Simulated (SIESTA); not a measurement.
## CuO (Tenorite) under changes of volume

One of the cells (10.135 Å³/atom); the others are scaled copies at fixed shape and fractional positions:

```
Cu O
1.0
     2.34185   -1.71130    0.00000
     2.34185    1.71130    0.00000
    -0.85003    0.00000    5.05787
Cu O
2 2
Cartesian
  0.7459 -0.8557 2.5289
  1.1709 0.8557 0.0000
  1.7043 0.2793 3.7934
  2.1293 -0.2793 1.2645
```

```yaml
Program: SIESTA 5.4.2
Functional: vdW-DF-cx
Potentials_or_basis: PseudoDojo 0.4 standard (PBE files)
Basis: DZP (energy shift 0.003 Ry; two zetas on semicore shells)
Grid_cutoff: 800 Ry
Energy_shift: 0.003 Ry
k_mesh: 10 × 10 × 5
Occupations: fermi-dirac, width 0.05 eV
Spin: no spin polarisation
```

```tsv
volume (Å³/atom)	energy over the lowest point (meV/atom)	pressure (GPa)	largest force (eV/Å)
9.527	26.48	13.8	0.081
9.730	?	?	?
9.932	3.48	4.8	0.072
10.135	0.00	0.9	0.138
10.338	1.05	-2.4	0.200
10.540	6.10	-5.4	0.257
10.743	14.80	-8.2	0.307
```

Q: What does the run at 9.730 Å³/atom give?

A: Energy over the lowest point 12.13 meV/atom; pressure 9.1 GPa; largest force 0.002 eV/Å.

Worked out: A Birch-Murnaghan fit of order 3 (a polynomial in V^(-2/3)) to the other rows has its minimum at 10.19 Å³/atom with B0 = V·E''(V) = 175 GPa and B' = 5.0 at fixed shape and positions, which overstates the stiffness. It gives 12.08 meV/atom at 9.730 Å³/atom, against the run's 12.13, and -dE/dV = 9.0 GPa, against 9.1.

Energies are extrapolated to zero smearing.

Caveats: short orbitals over semicore shells can move pressures by several GPa; the potentials were made for another functional, which shifts forces and pressure; the basis of atomic orbitals isn't converged, which shifts pressures, moduli and gaps; the run has no spin polarisation, though such a crystal can be magnetic.
